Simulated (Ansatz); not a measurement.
Ga under changes of volume

One of the cells (19.595 Å³/atom); the others are scaled copies at fixed shape and fractional positions:

```
Ga
1.0
     2.26150   -3.83050    0.00000
     2.26150    3.83050    0.00000
     0.00000    0.00000    4.52400
Ga
4
Direct
  0.34510 0.65490 0.41900
  0.15490 0.84510 0.91900
  0.65490 0.34510 0.58100
  0.84510 0.15490 0.08100
```

| Item | Value |
| --- | --- |
| Program | Ansatz 0.2.0 |
| Functional | PBE |
| Potentials or basis | Ansatz PAW |
| Cutoff | 420 eV (not typed: the program's choice for these potentials) |
| k mesh | 7 × 7 × 6 |
| Occupations | fermi-dirac, width 0.05 eV |
| Spin | no spin polarisation |

```tsv
volume (Å³/atom)	energy over the lowest point (meV/atom)	pressure (GPa)	largest force (eV/Å)
18.419	31.79	6.1	0.111
18.811	18.92	4.5	0.109
19.203	9.69	3.1	0.107
19.595	?	?	?
19.987	0.61	0.8	0.103
20.379	0.00	-0.2	0.101
20.771	1.53	-1.0	0.101
```

What does the run at 19.595 Å³/atom give?

Energy over the lowest point 3.72 meV/atom; pressure 1.9 GPa; largest force 0.105 eV/Å.

Worked out: A Birch-Murnaghan fit of order 3 (a polynomial in V^(-2/3)) to the other rows has its minimum at 20.29 Å³/atom with B0 = V·E''(V) = 48 GPa and B' = 5.8 at fixed shape and positions, which overstates the stiffness. It gives 3.74 meV/atom at 19.595 Å³/atom, against the run's 3.72, and -dE/dV = 1.8 GPa, against 1.9.

Energies are extrapolated to zero smearing.
